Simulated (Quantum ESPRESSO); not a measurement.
Crystal: SiC (Moissanite).

```
CELL_PARAMETERS angstrom
3.07600 0.00000 0.00000
-1.53800 2.66389 0.00000
0.00000 0.00000 5.04800
ATOMIC_POSITIONS crystal
Si 0.66667 0.33333 0.50000
Si 0.33333 0.66667 0.00000
C 0.66667 0.33333 0.88500
C 0.33333 0.66667 0.38500
```

| Quantity | Value |
| --- | --- |
| Program | Quantum ESPRESSO 7.5 |
| Task | phonons |
| Functional | AM05 |
| Potentials or basis | PseudoDojo 0.4.1 SR PBE standard |
| Cutoff | 1116 eV |
| Density cutoff | 4463 eV |
| k mesh | 6 × 6 × 4, shifted |
| Occupations | fermi-dirac, width 0.05 eV |
| Spin | no spin polarisation |
| Mixing beta | 0.5 |
| Most SCF iterations | 120 |
| SCF threshold | 8e-10 Ry |

The cell and the atoms were relaxed first, to 10.36 Å³/atom (a = 3.079 Å, b = 3.079 Å, c = 5.049 Å, α = 90.00°, β = 90.00°, γ = 120.00°), and the response was taken there.

```xyz
4
Lattice="3.0789 0.0000 0.0000 -1.5395 2.6664 0.0000 0.0000 0.0000 5.0491" Properties=species:S:1:pos:R:3 pbc="T T T"
Si    1.5395    0.8888    2.5474
Si    0.0000    1.7776    0.0228
C     1.5395    0.8888    4.4456
C     0.0000    1.7776    1.9211
```

The first run showed a gap, so the response started from a second, tighter run with fixed occupations.

Question: Which optical modes does the crystal have at the zone centre, and which show in infrared and Raman spectra?

Answer: The optical modes are 2E2 + 2B1 + A1 + E1. Infrared active: A1 + E1. Raman active: 2E2 + A1 + E1.

Optical modes at Γ, degenerate ones joined, polar ones without the macroscopic field:
| cm⁻¹ | components | symmetry | active in | IR intensity, summed ((D/Å)²/amu) |
| --- | --- | --- | --- | --- |
| 252 | 2 | E2 | Raman | 0.00 |
| 588 | 1 | B1 | silent | 0.00 |
| 761 | 2 | E2 | Raman | 0.00 |
| 763 | 1 | A1 | IR and Raman | 45.27 |
| 794 | 2 | E1 | IR and Raman | 79.95 |
| 827 | 1 | B1 | silent | 0.00 |

Caveat: the potentials were made for another functional, which shifts forces and pressure.
